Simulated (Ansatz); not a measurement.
**Na: frozen-core PAW against all-electron methods**

```
Na
1.0
     3.68877    0.03689    0.00000
    -1.81244    3.17613    0.00000
     0.00000    0.00000    6.26919
Na
2
Direct
  0.33333 0.66667 0.25000
  0.66667 0.33333 0.75000
```

Atom numbers follow the list: Na1, Na2.

Structure from Materials Project entry mp-10172 (possibly hypothetical), not relaxed further. The listed cell was then made from it by scaling, straining or moving an atom.

All numbers are computed: DFT, PBE, PAW with Ansatz's default frozen-core files, scalar-relativistic (Ansatz 0.2.0); DFT, PBE, all-electron LAPW, scalar-relativistic (Ansatz 0.2.0).

For PAW: a Γ-centred 10×10×6 k mesh, Fermi–Dirac smearing of 0.05 eV, cutoff 420 eV, no spin polarisation. LAPW targets a basis error of 0.5 meV/atom. The Ansatz runs share mesh, smearing and spin set-up. Plane-wave (PAW) pressures include the program's estimate of the Pulay term.

Stress and pressure are positive in compression.

The change that made this cell: xy engineering shear strain of +2 %.

PAW results:

```tsv
quantity	PAW
pressure (GPa)	0.03
stress xx (GPa)	0.22
stress zz (GPa)	-0.36
stress xy (GPa)	-0.05
```

(1) What does LAPW (all electrons) give for the same quantities?

Answers

(1) 
| quantity | LAPW |
| --- | --- |
| pressure (GPa) | 0.04 |
| stress xx (GPa) | 0.23 |
| stress zz (GPa) | -0.35 |
| stress xy (GPa) | -0.05 |
